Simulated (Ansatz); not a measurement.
RbBr (CsCl type) under strain

RbBr, CsCl type, relaxed with r2SCAN in the plane-wave code Ansatz. It is cubic, Pm-3m (No. 221); conventional cell a = 4.128 Å, 35.17 Å³ an atom. Rb is surrounded by 8 Br at 3.57 Å; Br is surrounded by 8 Rb at 3.57 Å.

The axes x, y and z are those of this cell:
```
CELL_PARAMETERS angstrom
4.12793 0.00000 0.00000
0.00000 4.12793 0.00000
0.00000 0.00000 4.12793
ATOMIC_POSITIONS crystal
Rb 0.00000 0.00000 0.00000
Br 0.50000 0.50000 0.50000
```

Unstrained: PBE gives an indirect gap of 4.078 eV, from M to Γ; the least direct gap is 4.231 eV at Γ. r2SCAN gives an indirect gap of 4.824 eV, from M to Γ; the least direct gap is 4.978 eV at Γ. HSE06 gives an indirect gap of 5.258 eV, from M to Γ; the least direct gap is 5.422 eV at Γ. Meshes: PBE 6×6×6, r2SCAN 6×6×6, HSE06 4×4×4. Strains are changes of length per length. After each strain the atoms were relaxed again with r2SCAN within the symmetry that the strain leaves, so tilts or polar shifts that break it weren't tested; points keep the names that they have in the unstrained zone. These are computed values for a spin-unpolarised cell that may be hypothetical; none is a measurement.

Changes of the least gap in eV (an overlap counts as a negative gap):

| strain | volume change (%) | space group | PBE | r2SCAN | HSE06 | energy rise, r2SCAN (meV/atom) |
| --- | --- | --- | --- | --- | --- | --- |
| epitaxial +0.88 % in the xy plane, free normal strain -0.31 % | +1.5 | P4/mmm | -0.084 | -0.091 | -0.090 | 0.7 |
| isotropic -3.38 % on every length | -9.8 | Pm-3m | +0.386 | +0.432 | +0.420 | 22.4 |
| uniaxial -1.74 % along z | -1.7 | P4/mmm | +0.004 | +0.008 | +0.007 | 1.3 |

Epitaxial +0.88 % in the xy plane, free normal strain -0.31 %. HSE06: the gap goes from 5.258 to 5.168 eV (-0.090 eV). Stress change with r2SCAN, compression positive: xx -0.36, yy -0.36, zz 0.00 GPa.

Isotropic -3.38 % on every length. HSE06: the gap goes from 5.258 to 5.678 eV (+0.420 eV). Stress change with r2SCAN, compression positive: xx +2.30, yy +2.30, zz +2.30 GPa. For HSE06, dE_g/d ln V = -4.1 eV over this step.

Uniaxial -1.74 % along z, other directions held. HSE06: the gap goes from 5.258 to 5.265 eV (+0.007 eV). Stress change with r2SCAN, compression positive: xx +0.13, yy +0.13, zz +0.68 GPa.

Spin-orbit coupling is left out.

The meshes of the hybrids are coarse, so their gaps aren't converged to the digits shown.
